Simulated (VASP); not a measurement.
Here is a VASP 6.6.1 calculation.

The input INCAR:

```
SYSTEM = GaP
PREC     = Accurate       ! precision mode
ENCUT    = 600            ! plane-wave cutoff, eV
EDIFF    = 1E-7           ! SCF threshold, eV
ISMEAR   = -1             ! smearing method
SIGMA    = 0.05           ! smearing width, eV
LREAL    = .FALSE.        ! projectors in reciprocal space
LASPH    = .TRUE.         ! aspherical terms in the spheres
NELM     = 80             ! most SCF steps
ALGO     = Normal         ! electronic algorithm
ISIF     = 3              ! what is computed and relaxed
LWAVE    = .FALSE.        ! write WAVECAR
LCHARG   = .FALSE.        ! write CHGCAR
GGA      = RE             ! functional
IBRION   = 2              ! ionic algorithm
NSW      = 40             ! ionic steps
EDIFFG   = -0.01          ! ionic threshold
```

Contents of KPOINTS:

```
regular mesh
0
G
  8 8 8
  0 0 0
```

The input POSCAR:

```
GaP
1.0
    0.0000000000      2.7252500000      2.7252500000
    2.7252500000      0.0000000000      2.7252500000
    2.7252500000      2.7252500000      0.0000000000
Ga P
1 1
Direct
    0.0000000000      0.0000000000      0.0000000000
    0.7500000000      0.7500000000      0.7500000000
```

Potentials or basis: VASP PAW PBE potentials, release 64 (Ga_d, P).

Run with:

```bash
$ cat potpaw_PBE.64/Ga_d/POTCAR potpaw_PBE.64/P/POTCAR > POTCAR
$ mpirun -np 1 vasp_std > vasp.out
```

Question: Estimate the space group after relaxing (to 0.05 Å).

Answer: F-43m (No. 216).

Question: Predict the band gap on the k mesh.

Answer: 1.53 eV, direct.

Final structure:
```xyz
2
Lattice="0.0000 2.7698 2.7698 2.7698 0.0000 2.7698 2.7698 2.7698 0.0000" Properties=species:S:1:pos:R:3 pbc="T T T"
Ga    0.0000    0.0000    0.0000
P     4.1547    4.1547    4.1547
```

 Expect the measured gap to be larger: semilocal functionals such as revPBE lack the derivative discontinuity.
